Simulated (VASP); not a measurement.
The system is TiO2.

```xyz
6
Lattice="4.5998 0.0000 0.0000 0.0000 4.5998 0.0000 0.0000 0.0000 2.9592" Properties=species:S:1:pos:R:3 pbc="T T T"
Ti    0.0000    0.0000    1.4796
Ti    2.2999    2.2999    0.0000
O     1.3998    1.3998    1.4796
O     0.9001    3.6997    0.0000
O     3.6997    0.9001    0.0000
O     3.2000    3.2000    1.4796
```

The cell is a database's computed one.

Base run:

```yaml
Program: VASP 6.6.1
Functional: SCAN
Potentials_or_basis: VASP PAW PBE potentials, release 64 (Ti_sv, O)
Cutoff: 520 eV
k_mesh: 6 × 6 × 9
Occupations: fermi-dirac, width 0.05 eV
Spin: no spin polarisation
```

Its results: band gap on the k mesh 2.21 eV, direct; pressure -0.7 GPa; largest force 0.043 eV/Å.

Task: The run is repeated on the same cell with these changes: functional from SCAN to TPSS; further incar settings from ALGO = Normal; EDIFF = 1e-07; NBANDS = 33 to ALGO = Normal; EDIFF = 1e-06; NBANDS = 33. What comes out?

Result: Band gap on the k mesh 1.95 eV, direct; pressure 4.0 GPa; largest force 0.061 eV/Å.

Caveats: the PAW data sets were made with another functional, which shifts forces and pressure a little.
